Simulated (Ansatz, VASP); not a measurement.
# Two plane-wave programs on MgS

```xyz
2
Lattice="0.0000 2.8128 2.8128 2.8128 0.0000 2.8128 2.8128 2.8128 0.0000" Properties=species:S:1:pos:R:3 pbc="T T T"
Mg    0.0000    0.0000    0.0000
S     4.2191    4.2191    4.2191
```

Alike in both runs: functional PBE; dispersion D3(BJ); k mesh 8 × 8 × 8; occupations gaussian, width 0.02 eV; no spin polarisation.

Ansatz relaxed the structure, and its values are those at the end. VASP's run is a single point on that final structure, the one shown.

```csv
,VASP,Ansatz
version,VASP 6.6.1,Ansatz 0.2.0
potentials or method,"VASP PAW PBE potentials, release 64 (Mg, S)","scalar-relativistic, plane waves, PAW"
plane-wave cutoff (eV),520,420
valence electrons in the cell,8,16
```

VASP gave:

```
gap on the k mesh at the Fermi level (eV) : 3.56
least direct gap on the mesh (eV)         : 3.56
pressure (GPa)                            : -0.1
```

What did Ansatz give for the same quantities?

gap on the k mesh at the Fermi level (eV): 3.56; least direct gap on the mesh (eV): 3.56; pressure (GPa): 0.0.

The functional is the same, so the differences come from potentials, cutoffs and numerics. The two sets of potentials don't hold the same shells in valence.

A k mesh can miss the band edges.
